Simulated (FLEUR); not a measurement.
Input of a FLEUR MaX-R8.1 (later development tree) run:

The input inp.xml:

```xml
<?xml version="1.0" encoding="UTF-8" standalone="no"?>
<fleurInput fleurInputVersion="0.39">
   <comment>
      Ti                                                                                                  
   </comment>
   <calculationSetup>
      <cutoffs Kmax="3.8" Gmax="11.8" GmaxXC="11.8" numbands="0"/>
      <scfLoop itmax="60" minDistance="0.00001" maxIterBroyd="15" imix="Anderson" alpha="0.05" precondParam="0.0" spinf="2.0" sdNocoIR="T"/>
      <coreElectrons ctail="T" frcor="F" kcrel="0" coretail_lmax="0"/>
      <xcFunctional name="pbe" relativisticCorrections="F"/>
      <magnetism jspins="1"/>
      <soc l_soc="F" theta="0.0" phi="0.0" spav="F"/>
      <expertModes spex="0" secvar="F"/>
      <geometryOptimization l_f="T" forcealpha="1.0" forcemix="BFGS" epsdisp="0.0005" epsforce="0.0002"/>
      <ldaU l_linMix="F" mixParam="0.05" spinf="1.0"/>
   </calculationSetup>
   <cell>
      <bzIntegration valenceElectrons="12.0" mode="hist" fermiSmearingEnergy="0.00183747">
         <kPointListSelection listName="default-1"/>
         <!-- k-points included here -->
         <xi:include xmlns:xi="http://www.w3.org/2001/XInclude" href="kpts.xml"> </xi:include>
      </bzIntegration>
      <!-- symmetry operations included here -->
      <xi:include xmlns:xi="http://www.w3.org/2001/XInclude" href="sym.xml"> </xi:include>
      <bulkLattice scale="1.0">
         <bravaisMatrix>
            <row-1>    0.0000000000000000     3.8361440329379994     3.8361440329379994</row-1>
            <row-2>    3.8361440329379994     0.0000000000000000     3.8361440329379994</row-2>
            <row-3>    3.8361440329379994     3.8361440329379994     0.0000000000000000</row-3>
         </bravaisMatrix>
      </bulkLattice>
   </cell>
   <atomSpecies>
      <species name="Titanium (Ti)" element="Ti" atomicNumber="22">
         <mtSphere radius="2.46" gridPoints="829" logIncrement="0.015"/>
         <atomicCutoffs lmax="10" lnonsphr="8"/>
         <electronConfig flipSpins="F">
            <coreConfig>(1s1/2) (2s1/2) (2p1/2) (2p3/2)</coreConfig>
            <valenceConfig>(3s1/2) (3p1/2) (3p3/2) (4s1/2) (3d3/2) (3d5/2)</valenceConfig>
            <stateOccupation state="(3d3/2)" spinUp="0.400000" spinDown="0.400000"/>
            <stateOccupation state="(3d5/2)" spinUp="0.600000" spinDown="0.600000"/>
         </electronConfig>
         <energyParameters s="4" p="4" d="3" f="4"/>
         <lo type="SCLO" l="0" n="3" eDeriv="0"/>
         <lo type="SCLO" l="1" n="3" eDeriv="0"/>
         <lo type="SCLO" l="1" n="3" eDeriv="1"/>
         <lo type="SCLO" l="2" n="3" eDeriv="2"/>
         <lo type="SCLO" l="3" n="4" eDeriv="2"/>
      </species>
   </atomSpecies>
   <atomGroups>
      <atomGroup species="Titanium (Ti)">
         <relPos label="                   1">.0000000000 .0000000000 .0000000000</relPos>
         <force calculate="T" relaxXYZ="TTT"/>
      </atomGroup>
   </atomGroups>
   <output dos="F" band="F" slice="F">
      <checks vchk="F" cdinf="F"/>
      <bandDOS minEnergy="-.5*Htr" maxEnergy="0.5*Htr" sigma="0.015" storeEVData="T"/>
      <vacuumDOS vacdos="F" integ="F" star="F" nstars="0" locx1="0.0" locy1="0.0" locx2="0.0" locy2="0.0" nstm="0" tworkf="0.0"/>
      <unfoldingBand unfoldBand="F" supercellX="1" supercellY="1" supercellZ="1"/>
      <plotting iplot="0" polar="F">
         <plot TwoD="T" vec1="  1.0  0.0  0.0" vec2="  0.0  1.0  0.0" vec3="  0.0  0.0  1.0" zero="  0.0  0.0  0.0" file="plot"/>
      </plotting>
      <chargeDensitySlicing numkpt="0" minEigenval="0.0" maxEigenval="0.0" nnne="0" pallst="F"/>
      <specialOutput eonly="F"/>
      <moessbauerParams electricFieldGradient="T" isomerShift="T" coreHyperfine="T" valenceHyperfine="T"/>
      <magneticCircularDichroism mcd="F" energyLo="-10.0" energyUp="0.0"/>
   </output>
  <!-- We include the file relax.xml here to enable relaxations (see documentation) -->
  <xi:include xmlns:xi="http://www.w3.org/2001/XInclude" href="relax.xml"> <xi:fallback/> </xi:include>
</fleurInput>
```

Contents of crystal.txt:

```
Ti
&input cartesian=F /
0.0000000000  2.0300000000  2.0300000000
2.0300000000  0.0000000000  2.0300000000
2.0300000000  2.0300000000  0.0000000000
1.8897261246
1.0 1.0 1.0

1
22 0.0000000000  0.0000000000  0.0000000000

&kpt div1=11 div2=11 div3=11 gamma=T /
```

Potentials or basis: all-electron, FLAPW.

The run is started by

```console
$ inpgen -f crystal.txt -profile fastHighL
$ # inp.xml edited to the form shown
$ fleur_MPI
```

(1) What does it give for the band gap on the k mesh?

Answers

(1) none (metal or under the smearing width).
